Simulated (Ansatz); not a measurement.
# Where the states of SrTe lie

```cif
data_structure
_symmetry_space_group_name_H-M 'Fm-3m'
_symmetry_Int_Tables_number 225
_cell_length_a 6.7184
_cell_length_b 6.7184
_cell_length_c 6.7184
_cell_angle_alpha 90.000
_cell_angle_beta 90.000
_cell_angle_gamma 90.000
_cell_volume 303.24
loop_
_atom_site_label
_atom_site_type_symbol
_atom_site_symmetry_multiplicity
_atom_site_Wyckoff_symbol
_atom_site_fract_x
_atom_site_fract_y
_atom_site_fract_z
_atom_site_occupancy
Sr1 Sr 4 a 0.00000 0.00000 0.00000 1
Te1 Te 4 b 0.50000 0.00000 0.00000 1
```

The runs use the primitive cell with vectors (0.000, 3.359, 3.359), (3.359, 0.000, 3.359), (3.359, 3.359, 0.000) Å, to which the k mesh refers.

The structure comes from a relaxation in the same program, started in the rocksalt type, and has space group Fm-3m. Whether it is a known phase or the ground state wasn't checked.

Spin–orbit coupling is left out, though it moves levels of the heavy atoms by tenths of an eV or more.

Method: DFT, PBE, all-electron LAPW, scalar-relativistic in Ansatz 0.2.0.

The runs use a Γ-centred 11×11×11 k mesh, Fermi–Dirac smearing of 0.03 eV, basis error target 0.25 meV/atom, no spin polarisation.

States per eV and cell, averaged over 0.4 eV, from -2.9 to 2.9 eV, with energies (bin centres) from the valence-band top; empty bins are left out. The partial columns, the largest 2 alone, are projections on Löwdin-orthogonalised atomic shells (those that the program's projection atoms carry: the occupied ones and, for some elements, an empty d or f shell; other empty shells have no column), summed over atoms of an element. Weights on diffuse s and p shells depend on that basis and aren't pure angular character.

```
E (eV)  total  Te 5p  Sr 5s
  -2.8   0.08   0.06   0.02
  -2.4   1.28   0.97   0.26
  -2.0   2.88   2.38   0.37
  -1.6   1.09   0.96   0.06
  -1.2   4.23   3.92   0.05
  -0.8   4.34   4.08   0.02
  -0.4   0.99   0.94   0.00
   0.0   0.11   0.11   0.00
   2.0   0.19   0.00   0.00
   2.4   0.49   0.01   0.00
   2.8   0.80   0.01   0.02
```

Q: Which of the resolved shells contributes most in the top eV of the valence band?

A: Te 5p, with 94 % of all states there; Sr 4p follows with 1 %.
